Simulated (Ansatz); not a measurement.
Here is an Ansatz 0.2.0 calculation.

Contents of input.yaml:

```yaml
crystal:
  lattice:
    - [4.002287, 0.0, 0.0]
    - [0.0, 4.002287, 0.0]
    - [0.0, 0.0, 4.002287]
  atoms:
    - { symbol: Pb, position: [0.0, 0.0, 0.0] }
    - { symbol: Te, position: [0.5, 0.5, 0.5] }
kpoints:
  mp_grid: { grid: [5, 5, 5] }
scf:
  occupations: { method: fermi_dirac, width: 0.05 }
hamiltonian:
  xc: pbesol
  pseudopotentials: { kind: all_electron, lapw: { basis_error: 0.001 } }
output: {}
phonons:
  method: fd
  supercell: [1, 1, 1]
```

Potentials or basis: all-electron LAPW, scalar-relativistic.

Run with:

```console
$ ansatz run input.yaml --threads 1 --pin off --max-ram 3072MiB --backend cpu --events-out ev --progress --plain --runs-dir out
```

Task: What does it give for the highest phonon frequency at Γ?

Result: 0 cm⁻¹.

Task: Estimate the most unstable mode.

Result: 36i cm⁻¹.

Task: Estimate the band gap on the k mesh.

Result: None (metal or under the smearing width).

Phonon frequencies in cm⁻¹ (negative: imaginary):
| q point | frequencies |
| --- | --- |
| (0.000, 0.000, 0.000) | -36 -36 -36 0 0 0 |

Caveat: some modes are imaginary. The run has no spin-orbit coupling, so splittings on Pb, Te are missing.
